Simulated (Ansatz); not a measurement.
Runs of Ansatz 0.2.0 on P. The structure is trigonal, space group R-3m (No. 166). Conventional cell: a = 3.451 Å, b = 3.451 Å, c = 9.389 Å, α = 90.00°, β = 90.00°, γ = 120.00°. P (site symmetry 3m) is surrounded by 3 P at 2.29 Å. This isn't the form of P at room conditions, which is orthorhombic.

```tsv
task	level	k mesh	cutoff (eV)	q mesh	points for each segment of the path	atoms under strain	gap on the mesh (eV)	pressure (GPa)	V0 of scaled cells (Å³/atom)	B0 (GPa)	largest force (eV/Å)
equation of state	LDA	9 × 9 × 9	420	-	-	-	-	-	(a)	95	-
phonons	PBEsol	8 × 8 × 8	420	2 × 2 × 2	8	-	none	-	-	-	-
band structure	r2SCAN	9 × 9 × 9	500	-	14	-	none	0.7	-	-	0.04
elastic constants	PBEsol	8 × 8 × 8	420	-	-	relaxed	none	-2.8	-	-	-
band structure	LDA	9 × 9 × 9	420	-	14	-	none	-3.0	-	-	0.19
density of states	PBEsol	8 × 8 × 8	420	-	-	-	none	-1.6	-	-	0.24
equation of state	r2SCAN	9 × 9 × 9	500	-	-	-	-	-	(b)	91	-
```

Alike in all rows: potentials or basis Ansatz PAW; no spin polarisation; cell as given; smearing fermi-dirac 0.05 eV.

Question: Fill in the values left out.

Answer: (a) 15.61; (b) 16.26.

Caveats: the PAW data sets come from PBE, with cores solved anew for the run's functional, which leaves a small shift of forces and pressure (some runs); the cell was scaled at fixed shape and fractional positions, which overstates the stiffness of a crystal with free parameters, most of all of layers and chains (some runs); some levels weren't fully converged (some runs); elastic constants of metals need much finer meshes, so these are rough (some runs); the density of states is complete only up to the lowest level of the last band computed (some runs); the PAW data sets were made with another functional, which shifts forces and pressure a little (some runs).

A gap of «none» marks a metal or a gap under the smearing width.
